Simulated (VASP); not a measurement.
The system is SnO.

```
Sn O
1.0
     3.35500    0.00000    0.00000
     0.00000    5.67410    0.00000
     0.00000    0.00000    4.22197
Sn O
2 2
Direct
  0.50000 0.76809 0.01314
  0.00000 0.23191 0.51314
  0.50000 0.10875 0.23686
  0.00000 0.89125 0.73686
```

The cell comes from a database or a generator and needn't be the stable form of this composition.

* Program: VASP 6.6.1
* Task: single point
* Functional: PBEsol
* Potentials or basis: VASP PAW PBE potentials, release 64 (Sn_d, O)
* Cutoff: 520 eV
* k mesh: 8 × 5 × 6
* Occupations: fermi-dirac, width 0.05 eV
* Spin: no spin polarisation

On this cell: pressure -2.9 GPa; largest force 0.349 eV/Å; band gap on the k mesh 1.42 eV, indirect (least direct gap 2.01 eV).

The same run follows on a disturbed copy (atoms moved at random, drawn with an rms of 0.05 Å):

```
Sn O
1.0
     3.35500    0.00000    0.00000
     0.00000    5.67410    0.00000
     0.00000    0.00000    4.22197
Sn O
2 2
Direct
  0.51597 0.76695 0.00432
  0.99489 0.23071 0.51736
  0.50538 0.10886 0.24849
  0.99146 0.88834 0.74462
```

Q: What changes?

A: The energy moves by +11.2 meV/atom; pressure -1.7 GPa; largest force 0.874 eV/Å; band gap on the k mesh 1.44 eV, indirect (least direct gap 2.04 eV).

Forces in eV/Å, atoms in the order of the input:
```
Sn  -0.587  0.080  0.550
Sn   0.199 -0.195  0.002
O   -0.228 -0.389 -0.191
O    0.616  0.504 -0.360
```

Stress tensor (GPa, compression positive):
```
-1.50  0.98 -0.69
 0.98 -2.34 -1.11
-0.69 -1.11 -1.18
```

Caveats: the PAW data sets were made with another functional, which shifts forces and pressure a little; spin-orbit coupling is left out, which moves the levels of the heavy elements; an odd mesh through Γ misses points on the zone boundary, where band edges often lie.
